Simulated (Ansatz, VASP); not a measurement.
**Ta3N4: VASP beside Ansatz**

```
Ta N
1.0
     4.61144    0.00000    0.00000
     0.00000    4.61144    0.00000
     0.00000    0.00000    4.61144
Ta N
3 4
Direct
  0.00000 0.00000 0.50000
  0.50000 0.00000 0.00000
  0.00000 0.50000 0.00000
  0.72378 0.27622 0.27622
  0.27622 0.72378 0.27622
  0.27622 0.27622 0.72378
  0.72378 0.72378 0.72378
```

Change from the starting cell: species swapped into the Si3As4 type (P-43m, No. 215).

Alike in both runs: task relaxation of cell and atoms; functional PBE; k mesh 4 × 4 × 4; occupations gaussian, width 0.1 eV; no spin polarisation.

|  | VASP | Ansatz |
| --- | --- | --- |
| version | VASP 6.6.1 | Ansatz 0.2.0 |
| potentials or method | VASP PAW PBE potentials, release 64 (Ta_pv, N) | scalar-relativistic, plane waves, PAW |
| plane-wave cutoff (eV) | 600 | 420 |
| valence electrons in the cell | 53 | 59 |

|  | VASP | Ansatz | Ansatz less VASP |
| --- | --- | --- | --- |
| gap on the k mesh at the Fermi level, each at its own relaxed structure (eV) | none | none | - |
| relaxed volume (Å³/atom) | 14.75 | 14.69 | -0.052 |
| relaxed cell length with the largest relative difference (Å) | 4.691 | 4.685 | -0.0055 |
| energy change over the relaxation (meV/atom) | -161 | -166 | -4.5 |

A gap of «none» marks a metal or a gap that the smearing closes. The two sets of potentials don't hold the same shells in valence.

Spin-orbit coupling is left out, which matters for the levels of Ta.
